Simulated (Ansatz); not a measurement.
Ionic part of the dielectric constant of SiO2, mode by mode

Theory: DFT PBEsol, scalar-relativistic, plane waves, PAW in Ansatz. Settings: 420 eV plane-wave cutoff, Γ-centred 6×6×6 mesh, fixed occupations. No spin polarisation. Phonons by linear response, acoustic sum rule imposed.

It takes space group I-42d (No. 122, tetragonal). Conventional cell: a = 4.984 Å, b = 4.984 Å, c = 7.336 Å, α = 90.00°, β = 90.00°, γ = 90.00°. Si (site symmetry -4) has 4 O at 1.62 Å as nearest neighbours. Around O (site symmetry 2) lie 2 Si at 1.62 Å.

The primitive cell has V = 91.11 Å³ and ε∞,xx = 2.235. Each polar mode adds Δε = (4.92064×10⁷/V)·S/ν² along x, with S its oscillator strength in e²/amu, ν in cm⁻¹ and V in Å³.

Problem. From these modes, find each Δε and ε0,xx.
```
ν (cm⁻¹) S_xx (e²/amu)
   131.8        0.00324
   440.6         0.2962
   764.8         0.1241
  1062.4          1.245
```

Solution.
```csv
ν (cm⁻¹),Δε
131.8,0.10
440.6,0.82
764.8,0.11
1062.4,0.60
```

The sum is 1.635, so ε0,xx = 3.87; the run's tensor has 3.87.

Problem. Where do the longitudinal modes lie for a wave vector along x?

Solution. At 134, 494, 779, 1208 cm⁻¹. The Lyddane–Sachs–Teller product Π(ν_LO/ν_TO)² = 1.73 matches ε0/ε∞ = 1.73.

This form isn't the usual stable structure of the compound.

Cost: 1 run of about 2.6 core-minutes, on AMD EPYC 7B13 (Zen 3) (shared hosts).